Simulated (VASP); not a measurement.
Write the native input for VASP 6.6.1 that does the following.

```yaml
Task: relaxation of cell and atoms
Functional: PBE
Potentials_or_basis: VASP PAW PBE potentials, release 64 (Ag)
Cutoff: 600 eV
k_mesh: 11 × 11 × 11
Occupations: fermi-dirac, width 0.05 eV
Spin: no spin polarisation
Target_pressure: 30 GPa
Further_INCAR_settings: ALGO = Fast; EDIFF = 1e-07; IBRION = 2; EDIFFG = -0.005; NSW = 40; ISIF = 3
Target_pressure: 30 GPa
```

The structure of Ag lies in POSCAR:

```
Ag
1.0
   -1.6556540000      1.6556540000      1.6556540000
    1.6556540000     -1.6556540000      1.6556540000
    1.6556540000      1.6556540000     -1.6556540000
Ag
1
Direct
    0.0000000000      0.0000000000      0.0000000000
```

This isn't the form of Ag at room conditions, which is fcc.

The input as run:

INCAR

```
SYSTEM = Ag
PREC = Accurate
ENCUT = 600
EDIFF = 1E-7
ISMEAR = -1
SIGMA = 0.05
LREAL = .False.
LASPH = .True.
NELM = 100
ALGO = Fast
ISIF = 3
LWAVE = .False.
LCHARG = .False.
GGA = PE
IBRION = 2
NSW = 40
EDIFFG = -0.005
PSTRESS = 300
```

KPOINTS

```
regular mesh
0
Gamma
  11 11 11
  0 0 0
```

Potentials or basis: VASP PAW PBE potentials, release 64 (Ag).

Run with:

```sh
$ cat potpaw_PBE.64/Ag/POTCAR > POTCAR
$ mpirun -np 1 vasp_std > vasp.out
```

Results of the run:

* Relaxed volume: 14.79 Å³/atom
* Relaxed cell: a = 2.678 Å, b = 2.678 Å, c = 2.678 Å, α = 109.47°, β = 109.47°, γ = 109.47°
* Space group after relaxing (to 0.05 Å): Im-3m (No. 229)
* Energy change on relaxing (the enthalpy is what falls): +240.0 meV/atom
* Ionic steps: 8
* Pressure after relaxing: 30.0 GPa
* Band gap on the k mesh: none (metal or under the smearing width)

Caveat: the cell is relaxed towards a set pressure, so the enthalpy falls and the energy may rise; the volume moved by over 15 % at a fixed basis, so the end points are rough.

Run time: 52 s on 1 thread of Intel(R) Xeon(R) Platinum 8259CL CPU @ 2.50GHz (Skylake/Cascade Lake), with other jobs on the host, peak memory 0.15 GiB.
